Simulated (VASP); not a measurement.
Crystal: As.

```xyz
2
Lattice="1.8808 1.0859 3.5141 -1.8808 1.0859 3.5141 0.0000 -2.1718 3.5141" Properties=species:S:1:pos:R:3 pbc="T T T"
As    0.0000    0.0000    2.3825
As    0.0000    0.0000    8.1597
```

Base run:

| Item | Value |
| --- | --- |
| Program | VASP 6.6.1 |
| Functional | PBE |
| Potentials or basis | VASP PAW PBE potentials, release 64 (As_GW) |
| Cutoff | 450 eV |
| k mesh | 5 × 5 × 5 |
| Occupations | gaussian, width 0.02 eV |
| Spin | no spin polarisation |

Its results: band gap on the k mesh 0.09 eV, indirect (least direct gap 0.53 eV); pressure 3.6 GPa; largest force 0.294 eV/Å.

Task: The run is repeated on the same cell with these changes: k mesh from 5 × 5 × 5 to 4 × 4 × 4; further incar settings from ALGO = Normal; EDIFF = 1e-07 to ALGO = Fast; EDIFF = 1e-06. What comes out?

Result: Band gap on the k mesh 0.07 eV, direct; pressure 4.0 GPa; largest force 0.152 eV/Å.

Caveats: some runs use coarse meshes; an odd mesh through Γ misses points on the zone boundary, where band edges often lie (some runs).
